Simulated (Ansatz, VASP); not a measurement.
# Two plane-wave programs on MgO (Periclase)

```
Mg O
1.0
     0.00000    2.10217    2.10217
     2.10217    0.00000    2.10217
     2.10217    2.10217    0.00000
Mg O
1 1
Direct
  0.00000 0.00000 0.00000
  0.50000 0.50000 0.50000
```

Alike in both runs: functional r2SCAN; k mesh 10 × 10 × 10; occupations gaussian, width 0.02 eV; no spin polarisation.

Ansatz relaxed the structure, and its values are those at the end. VASP's run is a single point on that final structure, the one shown.

```csv
,VASP,Ansatz
version,VASP 6.6.1,Ansatz 0.2.0
potentials or method,"VASP PAW PBE potentials, release 64 (Mg, O)","scalar-relativistic, plane waves, PAW"
plane-wave cutoff (eV),520,500
valence electrons in the cell,8,16
```

```tsv
	VASP	Ansatz	Ansatz less VASP
gap on the k mesh at the Fermi level (eV)	5.66	5.68	+0.025
least direct gap on the mesh (eV)	5.66	5.68	+0.025
pressure (GPa)	-1.1	0.0	+1.15
```

The two sets of potentials don't hold the same shells in valence.

Caveats: the PAW data sets were made with another functional, which shifts forces and pressure a little (VASP). r2SCAN opens gaps a little over a GGA but as a rule still falls short of measured ones.
